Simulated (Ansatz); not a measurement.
W in Ansatz: the effect of functional

Crystal: W.

```
CELL_PARAMETERS angstrom
0.00000 2.00256 2.00256
2.00256 0.00000 2.00256
2.00256 2.00256 0.00000
ATOMIC_POSITIONS crystal
W 0.00000 0.00000 0.00000
```

This isn't the form of W at room conditions, which is bcc.

The cell isn't the ideal one: volume scaled by 0.96.

Alike in all runs:

| Property | Result |
| --- | --- |
| Program | Ansatz 0.2.0 |
| Task | single point |
| Potentials or basis | Ansatz PAW |
| k mesh | 11 × 11 × 11 |
| Occupations | fermi-dirac, width 0.05 eV |
| Spin | no spin polarisation |

Question: One run gave: pressure 2.4 GPa. Which functional did it use?
A. LDA
B. PBEsol
C. r2SCAN

Answer: C.

```tsv
functional	cutoff	pressure (GPa)
LDA	420 eV (not typed: the program's choice for these potentials)	-6.6
PBEsol	420 eV (not typed: the program's choice for these potentials)	-1.2
r2SCAN	500 eV (not typed: the program's choice for these potentials)	2.4
```

Caveats: the PAW data sets come from PBE, with cores solved anew for the run's functional, which leaves a small shift of forces and pressure.
